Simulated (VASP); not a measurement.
These are RPBE GGA, VASP's PBE PAW potentials (set 64) (plane waves; VASP 6.6.1) values and carry that method's errors.

The input files of a VASP run:

**KPOINTS**
```
Automatic mesh
0
Gamma
7 7 7
0 0 0
```

**INCAR**
```
SYSTEM = ZnTe
PREC = Accurate
ENCUT = 520
EDIFF = 1E-7
NELM = 100
ALGO = Normal
LREAL = .FALSE.
LASPH = .TRUE.
ISMEAR = 0
SIGMA = 0.05
GGA = RP
LMAXMIX = 4
LWAVE = .FALSE.
LCHARG = .FALSE.
ISIF = 2
```

**POSCAR**
```
ZnTe
1
    0.0000000000     3.1952673615     3.1952673615
    3.1952673615     0.0000000000     3.1952673615
    3.1952673615     3.1952673615     0.0000000000
Zn Te
1 1
Direct
  0.0000000000   0.0000000000   0.0000000000
  0.2500000000   0.2500000000   0.2500000000
```

POTCAR, in this order: Zn Te (PBE.64 set). Program: vasp_std.

What VASP printed:

### OSZICAR
```
       N       E                     dE             d eps       ncg     rms          rms(c)
DAV:   1     0.804377869874E+02    0.80438E+02   -0.84876E+03   520   0.142E+03
DAV:   2     0.678084266974E-01   -0.80370E+02   -0.78052E+02   560   0.255E+02
DAV:   3    -0.461947016623E+01   -0.46873E+01   -0.46670E+01   635   0.613E+01
DAV:   4    -0.469377935102E+01   -0.74309E-01   -0.74298E-01   645   0.746E+00
DAV:   5    -0.469491615291E+01   -0.11368E-02   -0.11368E-02   643   0.733E-01    0.395E+00
DAV:   6    -0.453583966774E+01    0.15908E+00   -0.50156E-01   724   0.171E+01    0.314E+00
DAV:   7    -0.452920975665E+01    0.66299E-02   -0.97785E-02   600   0.336E+00    0.124E+00
DAV:   8    -0.453210935162E+01   -0.28996E-02   -0.57481E-03   595   0.687E-01    0.340E-01
DAV:   9    -0.453311359458E+01   -0.10042E-02   -0.17691E-03   560   0.321E-01    0.108E-01
DAV:  10    -0.453333436519E+01   -0.22077E-03   -0.30979E-04   608   0.120E-01    0.249E-02
DAV:  11    -0.453336852006E+01   -0.34155E-04   -0.82807E-05   580   0.681E-02    0.200E-02
DAV:  12    -0.453337512257E+01   -0.66025E-05   -0.87211E-06   575   0.214E-02    0.175E-02
DAV:  13    -0.453337843030E+01   -0.33077E-05   -0.68010E-06   555   0.152E-02    0.414E-03
DAV:  14    -0.453337831691E+01    0.11339E-06   -0.14227E-07   545   0.286E-03    0.995E-03
DAV:  15    -0.453337898545E+01   -0.66854E-06   -0.62742E-07   530   0.573E-03    0.227E-03
DAV:  16    -0.453337909363E+01   -0.10818E-06   -0.34353E-08   400   0.141E-03    0.101E-03
DAV:  17    -0.453337908058E+01    0.13045E-07   -0.65868E-09   280   0.956E-04
   1 F= -.45333791E+01 E0= -.45333791E+01  d E =-.319892E-11
```

File OUTCAR:
```
------------------------ aborting loop because EDIFF is reached ----------------------------------------
  FORCE on cell =-STRESS in cart. coord.  units (eV):
  Direction    XX          YY          ZZ          XY          YZ          ZX
  --------------------------------------------------------------------------------------
  Total       -0.7790072     -0.7790072     -0.7790072      0.0000000      0.0000000      0.0000000
  in kB      -19.1293593    -19.1293593    -19.1293593      0.0000000      0.0000000      0.0000000
  external PRESSURE =     -19.1293593 kB  Pullay stress =       0.0000000 kB
  volume of cell :       65.25
      direct lattice vectors                 reciprocal lattice vectors
     0.000000000  3.195267362  3.195267362    -0.156481428  0.156481428  0.156481428
     3.195267362  0.000000000  3.195267362     0.156481428 -0.156481428  0.156481428
     3.195267362  3.195267362  0.000000000     0.156481428  0.156481428 -0.156481428
 POSITION                                       TOTAL-FORCE (eV/Angst)
 -----------------------------------------------------------------------------------
      0.00000      0.00000      0.00000        -0.000000     -0.000000     -0.000000
      1.59763      1.59763      1.59763         0.000000      0.000000      0.000000
 -----------------------------------------------------------------------------------
    total drift:                               -0.000001     -0.000001     -0.000001
  FREE ENERGIE OF THE ION-ELECTRON SYSTEM (eV)
  ---------------------------------------------------
  free  energy   TOTEN  =        -4.5333790806 eV

  energy  without entropy=       -4.5333790806  energy(sigma->0) =       -4.53337908
```
(Selected blocks of OUTCAR.)

The compound is ZnTe in the zinc blende structure. This cell is one point of a volume scan, at 1.06 of the reference volume.
